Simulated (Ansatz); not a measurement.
The system is MnS.

```
Mn S
1.0
     0.00000    2.60450    2.60450
     2.60450    0.00000    2.60450
     2.60450    2.60450    0.00000
Mn S
1 1
Cartesian
  0.0000 0.0000 0.0000
  2.6045 2.6045 2.6045
```

- Program: Ansatz 0.2.0
- Task: single point
- Functional: PBEsol
- Potentials or basis: all-electron LAPW, scalar-relativistic
- Cutoff: 217 eV (chosen from the basis error)
- Basis error allowed: 0.001 eV/atom
- k mesh: 9 × 9 × 9
- Occupations: fermi-dirac, width 0.05 eV
- Spin: collinear spin, ferromagnetic start
- Starting moments: [4.0, 0.0] μB

On this cell: pressure -7.3 GPa; largest force zero by symmetry; net moment 4.69 μB per cell; site moments Mn +4.41; S +0.14 μB; band gap on the k mesh none (metal or under the smearing width).

The same run follows on a disturbed copy (atoms moved at random, drawn with an rms of 0.05 Å):

```
Mn S
1.0
     0.00000    2.60450    2.60450
     2.60450    0.00000    2.60450
     2.60450    2.60450    0.00000
Mn S
1 1
Direct
  0.00369 0.00203 0.98863
  0.50638 0.51126 0.48776
```

Problem. What does the disturbed cell give?

Solution. The energy (extrapolated to zero smearing) moves by +0.8 meV/atom; pressure -7.2 GPa; largest force 0.087 eV/Å; net moment 4.69 μB per cell; site moments Mn +4.40; S +0.14 μB; band gap on the k mesh none (metal or under the smearing width).

Forces in eV/Å, atoms in the order of the input:
```
Mn   0.049  0.011  0.071
S   -0.049 -0.011 -0.071
```

Caveats: a cell with one magnetic atom can't hold antiferromagnetic order, which such compounds often take; semilocal functionals often make such compounds metallic where correlation or magnetic order opens a gap, which also shifts bond lengths.
